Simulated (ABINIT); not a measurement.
A run of ABINIT 10.8.3 (patched build) is set up as follows.

Contents of run.abi:

```
pp_dirpath "./"
pseudos "Mo.GGA_PBE-JTH.xml, Si.GGA_PBE-JTH.xml"

acell 4.5352872291 4.5352872291 4.5352872291 Angstrom
rprim
    -0.3527891221     0.3527891221     0.8666485278
     0.3527891221    -0.3527891221     0.8666485278
     0.3527891221     0.3527891221    -0.8666485278
ntypat 2
znucl 42 14
natom 3
typat 1 2 2
xcart
     0.0000000000     0.0000000000     0.0000000000
     0.0000000000     0.0000000000     9.9083764228
     0.0000000000     0.0000000000     4.9467606429
chkprim 0
chksymtnons 0
tolsym 1.0e-6

ecut 15.0
pawecutdg 30.0
pawxcdev 0

kptopt 1
ngkpt 10 10 10
nshiftk 1
shiftk 0.0 0.0 0.0

ixc 11

nband 15
occopt 3
tsmear 0.00183747

nstep 100
tolvrs 1.0e-9

iomode 3
prtwf 0
prtden 0
prteig 0
prtebands 0
enunit 1

ionmov 2
ntime 60
tolmxf 5.0e-5
optcell 2
dilatmx 1.08
ecutsm 0.5
```

Potentials or basis: JTH PAW PBE v2.0.

The run is started by

```sh
$ abinit run.abi > log 2>&1
```

Task: What does it give for the band gap on the k mesh?

Result: None (metal or under the smearing width).

Task: Predict the relaxed cell.

Result: a = 4.547 Å, b = 4.547 Å, c = 4.547 Å, α = 138.55°, β = 138.55°, γ = 60.06°.

Task: Predict the space group after relaxing (to 0.05 Å).

Result: I4/mmm (No. 139).

The path:
```tsv
step	energy change (eV)	largest force (eV/Å)	pressure (GPa)	volume (Å³)
1	0.0000	0.2934	2.37	40.25
2	-0.0049	0.2525	0.88	40.54
3	-0.0080	0.1562	-0.51	40.84
4	-0.0088	0.0907	-0.57	40.87
5	-0.0093	0.0128	-0.22	40.81
6	-0.0094	0.0013	-0.02	40.78
7	-0.0094	0.0004	0.03	40.76
8	-0.0094	0.0003	0.02	40.76
9	-0.0094	0.0001	0.00	40.77
```

PBE usually gives volumes a little too large and moduli too small. Zero-point motion and thermal expansion aren't in these numbers.
